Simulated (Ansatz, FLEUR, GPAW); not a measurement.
## PbS: programs and potentials compared

```
CELL_PARAMETERS angstrom
0.00000 2.96575 2.96575
2.96575 0.00000 2.96575
2.96575 2.96575 0.00000
ATOMIC_POSITIONS crystal
Pb 0.00000 0.00000 0.00000
S 0.50000 0.50000 0.50000
```

Alike in all runs: task band structure; functional RPBE; k mesh 8 × 8 × 8; occupations fermi-dirac, width 0.05 eV; no spin polarisation; no spin-orbit coupling. Pressure is positive in compression and, in plane waves, holds the error of the finite cutoff, which Ansatz's Pulay term estimates and takes out. Gaps are the smaller of the mesh's and the band path's.

```csv
program and potentials,plane-wave cutoff (eV),notes,band gap (eV),pressure (GPa)
"Ansatz, Ansatz PAW",420,"potentials made for PBE, which Ansatz adapts in part",0.45,4.20
"GPAW, the program's PAW data sets (release 1.2.1) made for this functional",600,-,0.40,3.95
"Ansatz, all-electron LAPW, scalar-relativistic",-,-,0.45,4.20
"FLEUR, all-electron, FLAPW",-,-,0.57,-
```

The band gap spans 0.40 (GPAW, the program's PAW data sets (release 1.2.1) made for this functional) to 0.57 eV (FLEUR, all-electron, FLAPW), with all-electron results at 0.45 to 0.57. The pressure spans 3.95 (GPAW, the program's PAW data sets (release 1.2.1) made for this functional) to 4.20 GPa (Ansatz, all-electron LAPW, scalar-relativistic), with all-electron results at 4.20. Some sets were made for another functional than the one run, which can shift their rows. Spin-orbit coupling, left out here, moves the band edges of heavy atoms.

Differences between rows come from potentials, basis sets and numerical settings, since the functional is the same but for its coding. Runs on potential files found faulty are left out.

The positive pressure in every row that reports one means that RPBE favours a larger PbS cell than the one used. This fits the functional's strong gradient enhancement, which favours inhomogeneous densities and weakens bonding. The close agreement between Ansatz PAW and LAPW suggests that the compression comes mainly from the functional rather than the potentials.

The gap of PbS lies at L, between a valence edge of S 3p character with antibonding Pb 6s admixture and a conduction edge mainly of Pb 6p character. Compression broadens these bands and narrows the gap, so relaxing the cell would probably widen it. Spin-orbit coupling would instead lower the Pb 6p edge and reduce the gap, so a value close to experiment here would owe much to error cancellation.

The two all-electron gaps, 0.45 and 0.57 eV, differ by more than the PAW results do from Ansatz LAPW. The spread therefore cannot be assigned simply to the PAW approximation; differing linearisation or local orbitals may contribute.
